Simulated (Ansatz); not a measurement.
SnSe:

```xyz
2
Lattice="0.0000 3.3908 3.3908 3.3908 0.0000 3.3908 3.3908 3.3908 0.0000" Properties=species:S:1:pos:R:3 pbc="T T T"
Sn    0.0000    0.0000    0.0000
Se    5.0863    5.0863    5.0863
```

The cell was built by a generator and needn't be a form met in nature.

| Quantity | Value |
| --- | --- |
| Program | Ansatz 0.2.0 |
| Task | relaxation of cell and atoms |
| Functional | PBEsol0 |
| Potentials or basis | Ansatz PAW |
| Cutoff | 420 eV (not typed: the program's choice for these potentials) |
| k mesh | 4 × 4 × 4 |
| Occupations | fermi-dirac, width 0.05 eV |
| Spin | no spin polarisation |

At the start: volume 38.99 Å³/atom.

Where does the relaxation end?

It ends after 4 steps and the volume is 36.93 Å³/atom (-5.3 %); space group F-43m (No. 216, to 0.05 Å).

Step by step:
| step | energy change (eV) | largest force (eV/Å) | volume (Å³) |
| --- | --- | --- | --- |
| 1 | 0.0000 | 0.0000 | 77.97 |
| 2 | -0.0239 | 0.0000 | 72.91 |
| 3 | -0.0250 | 0.0000 | 73.86 |
| 4 | -0.0244 | 0.0000 | 73.86 |

Final structure:
```yaml
crystal:
  lattice:
    - [0.00000, 3.33014, 3.33014]
    - [3.33014, 0.00000, 3.33014]
    - [3.33014, 3.33014, 0.00000]
  atoms:
    - { symbol: Sn, position: [0.00000, 0.00000, 0.00000] }
    - { symbol: Se, position: [0.75000, 0.75000, 0.75000] }
```

Caveat: the plane-wave basis is chosen anew once the cell has moved, so the energies of steps on either side of that aren't comparable; the PAW data sets come from PBE, with cores solved anew for the run's functional, which leaves a small shift of forces and pressure.
